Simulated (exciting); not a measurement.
Runs of exciting (release sodium) on CdSe. The structure is cubic, space group F-43m (No. 216). The conventional cell has a = 6.141 Å, b = 6.141 Å, c = 6.141 Å, α = 90.00°, β = 90.00°, γ = 90.00°. Around Cd (site symmetry -43m) lie 4 Se at 2.66 Å. Se (site symmetry -43m) has 4 Cd at 2.66 Å as nearest neighbours. Measurements of this composition are mostly on another form, of space group No. 186.

```csv
task,level,spin,cell,k mesh,smearing,outputlevel,nempty,DOS window about the Fermi level (Ha),rgkmax,other keys,mesh quality,gap on the mesh (eV)
real-space fields,LDA-PZ,off,volume scaled by 0.88,7 × 7 × 7,fermi-dirac 0.05 eV,normal,10,-,8,-,not flagged,0.52
density of states,AM05+D2,"SOC, no magnetisation",as given,4 × 4 × 4,gaussian 0.1 eV,high,20,"[-0.6, 0.5] Ha",8,lradstep = 4,coarse,(b)
band structure,PW91+TS,off,volume scaled by 0.8,7 × 7 × 7,methfessel-paxton 0.1 eV,normal,10,-,8,-,not flagged,(a)
band structure,LDA,off,as given,8 × 8 × 8,fermi-dirac 0.05 eV,high,10,-,9,-,not flagged,0.27
density of states,PBEsol,"SOC, no magnetisation",as given,4 × 4 × 4,gaussian 0.05 eV,normal,20,"[-0.6, 0.5] Ha",8,-,coarse,0.28
```

Alike in all rows: potentials or basis all-electron LAPW+lo, shipped species files, valence relativity iora*.

Task: Fill in the values left out.

Result: (a) 0.94; (b) 0.39.

Caveats: some runs use coarse meshes; the tetrahedron DOS on this energy grid can lose part of the weight of narrow d or f bands (some runs); the dispersion energy is computed afterwards and isn't part of the total energy (some runs).

A k mesh can miss the band edges, and rows without SOC leave out spin-orbit coupling on Cd, Se.

Runs at the PBE level aren't shown here.
